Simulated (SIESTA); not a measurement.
**WS2 in SIESTA: the effect of functional**

WS2, a slab with vacuum:

```xyz
3
Lattice="3.1835 0.0000 0.0000 -1.5918 2.7570 0.0000 0.0000 0.0000 16.9506" Properties=species:S:1:pos:R:3 pbc="T T T"
W     0.0000    0.0000    0.0000
S     0.0000    1.8380    1.5595
S     0.0000    1.8380   15.3911
```

Alike in all runs:

| Quantity | Value |
| --- | --- |
| Program | SIESTA 5.4.2 |
| Task | band structure |
| Basis | DZP (energy shift 0.003 Ry; two zetas on semicore shells) |
| Grid cutoff | 800 Ry |
| Energy shift | 0.003 Ry |
| k mesh | 10 × 10 × 2 |
| Occupations | fermi-dirac, width 0.05 eV |
| Spin | no spin polarisation |

```csv
functional,potentials or basis,gap on the mesh (eV),largest force (eV/Å)
AM05,PseudoDojo 0.4 standard (PBEsol files),1.99,0.24
BLYP,PseudoDojo 0.4 standard (PBE files),?,?
vdW-DF-cx,PseudoDojo 0.4 standard (PBE files),2.00,0.53
```

What does the run with functional BLYP give?

gap on the mesh 1.99 eV; largest force 1.17 eV/Å.

Caveats: the potentials were made for another functional, which shifts forces and pressure; spin-orbit coupling is left out, which moves the levels of the heavy elements; the basis of atomic orbitals isn't converged, which shifts pressures, moduli and gaps.

A k mesh can miss the band edges.
